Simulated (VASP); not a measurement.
## A VASP 6.6.1 single-point calculation on SnO₂

INCAR

```
SIGMA = 0.02
LCHARG = .FALSE.
LWAVE = .FALSE.
EDIFF = 1E-7
NSW = 0
IBRION = -1
PREC = Low
NBANDS = 20
ISIF = 2
ENCUT = 520
NELM = 71
NELMDL = -12
ISMEAR = -1
LASPH = .TRUE.
GGA = PE
LREAL = Auto
```

KPOINTS

```
KPOINTS created by Atomic Simulation Environment
0
Gamma
8 8 8
0 0 0
```

POSCAR

```
Sn O
 1.0000000000000000
     0.0000000000000000    2.5334669715999998    2.5334669715999998
     2.4037534626000001    0.0000000000000000    2.5334669715999998
     2.4037534626000001    2.5334669715999998    0.0000000000000000
 Sn  O
   1   2
Cartesian
  0.0000000000000000  0.0000000000000000  0.0000000000000000
  1.2018767313000001  1.2667334857999999  1.2667334857999999
  3.6056301939000002  3.8002004573999999  3.8002004573999999
```

The recommended PBE PAW datasets give the neutral cell 26 valence electrons.

Command

```
mpirun -np 1 vasp_std
```

OSZICAR

```
N       E                     dE             d eps       ncg     rms          rms(c)
DAV:   1     0.241315303506E+03    0.24132E+03   -0.13618E+04  2592   0.207E+03
DAV:   2     0.371712015743E+01   -0.23760E+03   -0.22484E+03  2564   0.503E+02
DAV:   3    -0.204785675310E+02   -0.24196E+02   -0.23961E+02  2704   0.134E+02
DAV:   4    -0.210953912927E+02   -0.61682E+00   -0.61638E+00  2676   0.223E+01
DAV:   5    -0.211084634747E+02   -0.13072E-01   -0.13071E-01  2988   0.336E+00
DAV:   6    -0.211089032992E+02   -0.43982E-03   -0.43982E-03  2836   0.524E-01
DAV:   7    -0.211089270239E+02   -0.23725E-04   -0.23725E-04  3292   0.103E-01
DAV:   8    -0.211089273869E+02   -0.36301E-06   -0.36303E-06  2608   0.103E-02
DAV:   9    -0.211089274020E+02   -0.15106E-07   -0.15034E-07  1980   0.183E-03
DAV:  10    -0.211089274027E+02   -0.70895E-09   -0.72391E-09  1756   0.598E-04
DAV:  11    -0.211089274029E+02   -0.13006E-09   -0.16542E-09  1684   0.344E-04
DAV:  12    -0.211089274030E+02   -0.10823E-09   -0.71242E-10  1600   0.222E-04    0.112E+01
DAV:  13    -0.177832283751E+02    0.33257E+01   -0.10794E+01  3500   0.568E+01    0.389E+00
DAV:  14    -0.178100923980E+02   -0.26864E-01   -0.70916E-01  2464   0.603E+00    0.196E+00
DAV:  15    -0.177963366676E+02    0.13756E-01   -0.56982E-02  2676   0.278E+00    0.355E-01
DAV:  16    -0.177947079447E+02    0.16287E-02   -0.97822E-03  3440   0.180E+00    0.825E-02
DAV:  17    -0.177951474237E+02   -0.43948E-03   -0.11389E-03  2508   0.269E-01    0.233E-02
DAV:  18    -0.177951657795E+02   -0.18356E-04   -0.31305E-05  2716   0.464E-02    0.108E-02
DAV:  19    -0.177951667444E+02   -0.96486E-06   -0.52723E-06  2508   0.266E-02    0.263E-03
DAV:  20    -0.177951669277E+02   -0.18330E-06   -0.22630E-07  2668   0.404E-03    0.142E-03
DAV:  21    -0.177951669974E+02   -0.69676E-07   -0.36336E-08  2052   0.252E-03
   1 F= -.17795167E+02 E0= -.17795167E+02  d E =-.631073E-07
```

Standard output (part)

```
POSCAR found type information on POSCAR SnO
 POSCAR found :  2 types and       3 ions
|     You have a (more or less) 'small supercell' and for smaller cells       |
|     it is recommended to use the reciprocal-space projection scheme!        |
|     The real-space optimization is not efficient for small cells and it     |
|     is also less accurate ...                                               |
|     Therefore, set LREAL=.FALSE. in the INCAR file.                         |
 LDA part: xc-table for (Slater+PW92), standard interpolation
 POSCAR, INCAR and KPOINTS ok, starting setup
 WAVECAR not read
 entering main loop
```

From OUTCAR

```
k-points           NKPTS =     59   k-points in BZ     NKDIM =     59   number of bands    NBANDS=     20

   NELECT =      26.0000    total number of electrons

   dimension x,y,z NGX =    20 NGY =   20 NGZ =   20
   dimension x,y,z NGXF=    24 NGYF=   24 NGZF=   24

  energy-cutoff  :      520.00
  volume of cell :       30.86
      direct lattice vectors                 reciprocal lattice vectors
     0.000000000  2.533466972  2.533466972    -0.208008021  0.197358010  0.197358010
     2.403753463  0.000000000  2.533466972     0.208008021 -0.197358010  0.197358010
     2.403753463  2.533466972  0.000000000     0.208008021  0.197358010 -0.197358010

 k-points in reciprocal lattice and weights: KPOINTS created by Atomic Simulation Env
   0.00000000  0.00000000  0.00000000       0.002
   0.12500000  0.00000000  0.00000000       0.016
   0.25000000  0.00000000  0.00000000       0.016
   0.37500000 -0.00000000 -0.00000000       0.016
   0.50000000  0.00000000  0.00000000       0.008
   0.12500000  0.12500000  0.00000000       0.008
   0.25000000  0.12500000  0.00000000       0.031
   0.37500000  0.12500000  0.00000000       0.031
   ...

 E-fermi :   9.3831

 k-point     1 :       0.0000    0.0000    0.0000
  band No.  band energies     occupation
      1     -11.7700      2.00000
      2     -11.7700      2.00000
      3     -11.7104      2.00000
      4     -11.6026      2.00000
      5     -11.5461      2.00000
      6     -11.3815      2.00000
      7      -7.0261      2.00000
      8       5.5300      2.00000
      9       5.8175      2.00000
     10       5.8177      2.00000
     11       7.0039      2.00000
     12       7.0042      2.00000
     13       7.9856      2.00000
     14       9.5900      0.00006
     15      15.9388      0.00000
     16      16.2429      0.00000
     17      16.2430      0.00000
     18      22.7065      0.00000
     19      23.6846      0.00000
     20      25.2653      0.00000

 k-point     2 :       0.1250    0.0000    0.0000
  band No.  band energies     occupation
      1     -11.8474      2.00000
      2     -11.7545      2.00000
      3     -11.7128      2.00000
      4     -11.5838      2.00000
      5     -11.5452      2.00000
      6     -11.2105      2.00000
      7      -7.0018      2.00000
      8       5.1034      2.00000
      9       5.5944      2.00000
     10       5.6846      2.00000
     11       6.3877      2.00000
     12       6.9209      2.00000
     13       7.6519      2.00000
     14      10.8293      0.00000
     15      15.9299      0.00000
     16      16.5282      0.00000
     17      16.6699      0.00000
     18      23.7868      0.00000
     19      23.8410      0.00000
     20      25.3025      0.00000

 k-point     3 :       0.2500    0.0000    0.0000
  band No.  band energies     occupation
      1     -12.0831      2.00000
      2     -11.7248      2.00000
      3     -11.6894      2.00000
      4     -11.5671      2.00000
      5     -11.5345      2.00000
      6     -10.6303      2.00000
      7      -7.0934      2.00000
      8       3.9171      2.00000
      9       5.3836      2.00000
     10       5.4289      2.00000
     11       5.6034      2.00000
     12       6.7235      2.00000
     13       7.2325      2.00000
     14      12.5730      0.00000
     15      16.0619      0.00000
     16      17.6316      0.00000
     17      17.7891      0.00000
     18      24.0543      0.00000
     19      25.2786      0.00000
     20      25.7203      0.00000

 ...

  Total        8.4728648      2.6348768      2.6348768     -0.0000000      0.0000000      0.0000000
  in kB      439.9369591    136.8108336    136.8108336     -0.0000000      0.0000000      0.0000000
  external PRESSURE =     237.8528754 kB  Pullay stress =       0.0000000 kB

 POSITION                                       TOTAL-FORCE (eV/Angst)
 -----------------------------------------------------------------------------------
      0.00000      0.00000      0.00000        -0.000000     -0.000000      0.000000
      1.20188      1.26673      1.26673         0.000000      0.000000      0.000000
      3.60563      3.80020      3.80020        -0.000000     -0.000000     -0.000000
 -----------------------------------------------------------------------------------
    total drift:                               -0.000000      0.000000      0.000000

  FREE ENERGIE OF THE ION-ELECTRON SYSTEM (eV)
  ---------------------------------------------------
  free  energy   TOTEN  =       -17.7951669974 eV

  energy  without entropy=      -17.7951669343  energy(sigma->0) =      -17.79516697
```

It converged. Results: gap between bands v and c on the k mesh 0.45 eV; least direct gap on the k mesh 1.60 eV; pressure 23.8 GPa. Band v is the last that the valence electrons fill when counted band by band, and c is the next.

These settings aren't sound, so the numbers aren't properties of the crystal.

On sound settings PBE gives a gap of 0.43 eV on its mesh and a pressure of 24.2 GPa for the intended cell.

The run took about 32 s on one core of a shared host (Intel Xeon Platinum 8488C) and held 0.13 GiB at most.
